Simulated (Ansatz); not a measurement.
# Ca: the cost of one run

Computed with Ansatz 0.2.0 (DFT PBE, scalar-relativistic, plane waves, PAW, unless a step's input says otherwise).

## 1. The structure to begin with

It takes space group Pm-3m (No. 221, cubic). Conventional cell: a = 3.489 Å, b = 3.489 Å, c = 3.489 Å, α = 90.00°, β = 90.00°, γ = 90.00°. Ca (site symmetry m-3m) has 6 Ca at 3.49 Å as nearest neighbours.

Coordinates:

```cif
data_structure
_symmetry_space_group_name_H-M 'Pm-3m'
_symmetry_Int_Tables_number 221
_cell_length_a 3.4887
_cell_length_b 3.4887
_cell_length_c 3.4887
_cell_angle_alpha 90.000
_cell_angle_beta 90.000
_cell_angle_gamma 90.000
_cell_volume 42.46
loop_
_atom_site_label
_atom_site_type_symbol
_atom_site_symmetry_multiplicity
_atom_site_Wyckoff_symbol
_atom_site_fract_x
_atom_site_fract_y
_atom_site_fract_z
_atom_site_occupancy
Ca1 Ca 1 a 0.00000 0.00000 0.00000 1
```

The structure comes from the Materials Project (structure only).

## 2. A change within the space group

What differs from the listed cell: strain xx, yy, zz, yz, xz, xy = -1.4, -1.4, -1.4, +0.0, +0.0, +0.0 %.

input.yaml

```yaml
crystal:
  lattice:
    - [3.4409664078, 0.0, 0.0]
    - [0.0, 3.4409664078, 0.0]
    - [0.0, 0.0, 3.4409664078]
  atoms:
    - { symbol: Ca, position: [0.0, 0.0, 0.0] }
basis:
  ecutwfc: 420
kpoints:
  mp_grid: { grid: [12, 12, 12] }
hamiltonian:
  xc: pbe
scf:
  occupations: { method: gaussian, width: 0.1 }
output:
  forces: true
  stress: true
  eigenvalues: true
```

Started as:

```console
$ ansatz run input.yaml --threads 1 --pin off --max-ram 1331MiB --backend cpu --events-out ev --progress --plain --runs-dir out
```

**Question.** How long does this run take on 1 thread of an Arm CPU, shared host, and how much memory does it need?

About 1.4 s, with a peak of 0.35 GiB.
